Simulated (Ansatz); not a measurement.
Gd:

```
CELL_PARAMETERS angstrom
3.63600 0.00000 0.00000
-1.81800 3.14887 0.00000
0.00000 0.00000 5.78260
ATOMIC_POSITIONS crystal
Gd 0.66667 0.33333 0.75000
Gd 0.33333 0.66667 0.25000
```

Base run:

```yaml
Program: Ansatz 0.2.0
Functional: PBE
Potentials_or_basis: Ansatz PAW
Cutoff: "420 eV (not typed: the program's choice for these potentials)"
k_mesh: 7 × 7 × 4
Occupations: fermi-dirac, width 0.05 eV
Spin: collinear spin, ferromagnetic start
Starting_moments: "[1.75, 1.75] μB"
Fixed_moment: 3.5 μB
```

Its results: pressure 4.0 GPa; site moments Gd +2.34 μB.

Problem. The run is repeated on the same cell with these changes: fixed moment from 3.5 μB to 17.5 μB; moments at the start from [1.75, 1.75] to [8.75, 8.75]. What comes out?

Solution. Pressure 2.9 GPa; site moments Gd +8.02 μB.

Caveats: the total moment is fixed, so each spin has its own Fermi level; the thresholds are loose for stress.
